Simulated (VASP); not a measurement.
# In, equation of state: which settings are enough?

In, Im-3m (no. 229), 1 atom in the cell. PBE; PAW potentials In_d (PBE set). VASP 6.6.1.

Wanted: equilibrium volume within 0.5 %; bulk modulus within 2.5 %.

What the run is for: choice of potentials; Accuracy asked: standard; Volumes (times the given one): 0.91, 0.94, 0.97, 1, 1.03, 1.06, 1.09.

## Potentials and cutoff

| Potentials and cutoff | Equilibrium volume (Å³/atom) | Bulk modulus (GPa) | Time (s) |
|---|---|---|---|
| In_d_GW, ENCUT 450 | 27.73 | 34.42 | 106 |
| In_d, ENCUT 450 | 27.8 | 34.23 | 66 |
| In, ENCUT 450 | 27.79 | 35.5 | 44 |

Chosen: In_d, ENCUT 450, the fastest of those that stay within the tolerance.

## All choices together

| Input | Equilibrium volume (Å³/atom) | Bulk modulus (GPa) | Time (s) |
|---|---|---|---|
| chosen settings | 27.8 | 34.23 | 66 |
| reference settings throughout | 27.73 | 34.42 | 106 |

The tolerance is met.

## The input

INCAR:
```
ALGO     = Normal         # electronic algorithm
EDIFF    = 1E-7           # SCF threshold, eV
ENCUT    = 450            # plane-wave cutoff, eV
GGA      = PE             # functional
GGA_COMPAT= False        
ISIF     = 2              # what is computed and relaxed
ISMEAR   = 1              # smearing method
LASPH    = True           # aspherical terms in the spheres
LCHARG   = False          # write CHGCAR
LREAL    = False          # projectors in reciprocal space
LWAVE    = False          # write WAVECAR
NELM     = 120            # most SCF steps
NSW      = 0              # ionic steps
PREC     = Accurate       # precision mode
SIGMA    = 0.1            # smearing width, eV
```

KPOINTS:
```
k-points
0
Gamma
  12 12 12
```

POSCAR.step1:
```
In
1.0
   -1.8242650528      1.8242650528      1.8242650528
    1.8242650528     -1.8242650528      1.8242650528
    1.8242650528      1.8242650528     -1.8242650528
In
1
Direct
    0.0000000000      0.0000000000      0.0000000000
```

POSCAR.step2:
```
In
1.0
   -1.8440955744      1.8440955744      1.8440955744
    1.8440955744     -1.8440955744      1.8440955744
    1.8440955744      1.8440955744     -1.8440955744
In
1
Direct
    0.0000000000      0.0000000000      0.0000000000
```

POSCAR.step3:
```
In
1.0
   -1.8635085334      1.8635085334      1.8635085334
    1.8635085334     -1.8635085334      1.8635085334
    1.8635085334      1.8635085334     -1.8635085334
In
1
Direct
    0.0000000000      0.0000000000      0.0000000000
```

POSCAR.step4:
```
In
1.0
   -1.8825252400      1.8825252400      1.8825252400
    1.8825252400     -1.8825252400      1.8825252400
    1.8825252400      1.8825252400     -1.8825252400
In
1
Direct
    0.0000000000      0.0000000000      0.0000000000
```

POSCAR.step5:
```
In
1.0
   -1.9011653160      1.9011653160      1.9011653160
    1.9011653160     -1.9011653160      1.9011653160
    1.9011653160      1.9011653160     -1.9011653160
In
1
Direct
    0.0000000000      0.0000000000      0.0000000000
```

POSCAR.step6:
```
In
1.0
   -1.9194468732      1.9194468732      1.9194468732
    1.9194468732     -1.9194468732      1.9194468732
    1.9194468732      1.9194468732     -1.9194468732
In
1
Direct
    0.0000000000      0.0000000000      0.0000000000
```

POSCAR.step7:
```
In
1.0
   -1.9373866689      1.9373866689      1.9373866689
    1.9373866689     -1.9373866689      1.9373866689
    1.9373866689      1.9373866689     -1.9373866689
In
1
Direct
    0.0000000000      0.0000000000      0.0000000000
```

Commands (each step's output is kept before the next begins):
```
cat potpaw_PBE.64/In_d/POTCAR > POTCAR
cp POSCAR.step1 POSCAR
mpirun -np 1 vasp_std > vasp.out
cp POSCAR.step2 POSCAR
mpirun -np 1 vasp_std > vasp.out
cp POSCAR.step3 POSCAR
mpirun -np 1 vasp_std > vasp.out
cp POSCAR.step4 POSCAR
mpirun -np 1 vasp_std > vasp.out
cp POSCAR.step5 POSCAR
mpirun -np 1 vasp_std > vasp.out
cp POSCAR.step6 POSCAR
mpirun -np 1 vasp_std > vasp.out
cp POSCAR.step7 POSCAR
mpirun -np 1 vasp_std > vasp.out
```

Limits: Total energies under different potentials can't be compared; the cell and the gap can.

The chosen input took VASP 6.6.1 66 s on 1 core (Intel Xeon Platinum 8259CL @ 2.50GHz (Skylake/Cascade Lake)), a shared host.
